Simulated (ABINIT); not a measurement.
Input of an ABINIT 10.8.3 (patched build) run:

run.abi

```
# Datasets: ground state, then fixed potential
ndtset 2

# Pseudopotentials
pp_dirpath "./"
pseudos "As.GGA_PBE-JTH.xml, Ga.GGA_PBE-JTH.xml"

# Structure
acell 3.9977696088 3.9977696088 3.9977696088 Angstrom
rprim
     0.0000000000     0.7071067812     0.7071067812
     0.7071067812     0.0000000000     0.7071067812
     0.7071067812     0.7071067812     0.0000000000
ntypat 2
znucl 33 31
natom 2
typat 1 2
xcart
     8.0129584431     8.0129584431     8.0129584431
     0.0000000000     0.0000000000     0.0000000000

# Plane-wave basis
ecut 544.227725 eV
pawecutdg 40.0
pawxcdev 0

# Exchange and correlation
ixc 23

# Bands and occupations
occopt 3
tsmear 0.05 eV

# SCF cycle
nstep 100

# Output
iomode 3
prtwf 0
prteig 0
prtebands 0
enunit 1
prtden1 1
prtvha1 1
prtvclmb1 1
prtpot1 1

# Dataset 1
kptopt1 1
ngkpt1 8 8 8
nshiftk1 1
shiftk1 0.0 0.0 0.0
nband1 18
tolvrs1 1.0e-9

# Dataset 2: bands along G-X-W-K-G-L-U-W-L-K
iscf2 -2
getden2 1
nband2 24
nbdbuf2 4
tolwfr2 1.0e-11
kptopt2 -9
ndivsm2 8
prteig2 1
prtvol2 -3
kptbounds2
     0.0000000000     0.0000000000     0.0000000000
     0.5000000000     0.0000000000     0.5000000000
     0.5000000000     0.2500000000     0.7500000000
     0.3750000000     0.3750000000     0.7500000000
     0.0000000000     0.0000000000     0.0000000000
     0.5000000000     0.5000000000     0.5000000000
     0.6250000000     0.2500000000     0.6250000000
     0.5000000000     0.2500000000     0.7500000000
     0.5000000000     0.5000000000     0.5000000000
     0.3750000000     0.3750000000     0.7500000000
```

Potentials or basis: JTH PAW PBE v2.0.

Run with:

```bash
$ abinit run.abi > log 2>&1
```

What does it give for the band gap on the k mesh?

0.39 eV, direct.

Estimate the band gap along the path.

0.39 eV, direct.

Levels at the corners of the path, in eV from the valence-band top:
| point | band 10 | band 11 | band 12 | band 13 | band 14 | band 15 | band 16 | band 17 | band 18 | band 19 |
| --- | --- | --- | --- | --- | --- | --- | --- | --- | --- | --- |
| Γ | -14.72 | -12.77 | 0.00 | 0.00 | 0.00 | 0.39 | 3.70 | 3.70 | 3.70 | 7.35 |
| X | -14.71 | -10.26 | -6.85 | -2.69 | -2.69 | 1.34 | 1.57 | 10.11 | 10.11 | 10.83 |
| W | -14.72 | -10.20 | -6.66 | -3.57 | -3.38 | 4.58 | 4.62 | 5.33 | 5.95 | 10.97 |
| K | -14.72 | -10.30 | -6.66 | -3.90 | -2.27 | 1.86 | 4.56 | 7.86 | 8.02 | 8.55 |
| Γ | -14.72 | -12.77 | 0.00 | 0.00 | 0.00 | 0.39 | 3.70 | 3.70 | 3.70 | 7.35 |
| L | -14.72 | -11.00 | -6.68 | -1.14 | -1.14 | 0.90 | 4.59 | 4.59 | 7.56 | 10.23 |
| U | -14.72 | -10.30 | -6.66 | -3.90 | -2.27 | 1.86 | 4.56 | 7.86 | 8.02 | 8.55 |
| W | -14.72 | -10.20 | -6.66 | -3.57 | -3.38 | 4.58 | 4.62 | 5.33 | 5.95 | 10.97 |
| L | -14.72 | -11.00 | -6.68 | -1.14 | -1.14 | 0.90 | 4.59 | 4.59 | 7.56 | 10.23 |
| K | -14.72 | -10.30 | -6.66 | -3.90 | -2.27 | 1.86 | 4.56 | 7.86 | 8.02 | 8.55 |

**The experiment to reproduce.**

From “Evidence of valence band perturbations in GaAsN/GaAs(001): A combined variable-angle spectroscopic ellipsometry and modulated photoreflectance investigation”, 2008, arxiv:0805.2212, for a bulk crystal of GaAs at 300 K: band gap 1.418 ± 0.005 eV (direct).

Measured gap of GaAs: 1.418 eV (direct; 300 K; “Evidence of valence band perturbations in GaAsN/GaAs(001): A combined variable-angle spectroscopic ellipsometry and modulated photoreflectance investigation”, 2008, arxiv:0805.2212). This calculation gives 0.39 eV (-1.03 eV). So large a miss can be the level of theory's own, or it may mean another phase, state or a wrong row. 3 values of this kind are on record (1.412 to 1.51 eV); this one was drawn at random among those near their median, those with a stated uncertainty first. Spin-orbit coupling on As, Ga is left out. The value is that of WC, without temperature or zero-point motion. Semilocal functionals fall short of measured gaps as a rule.
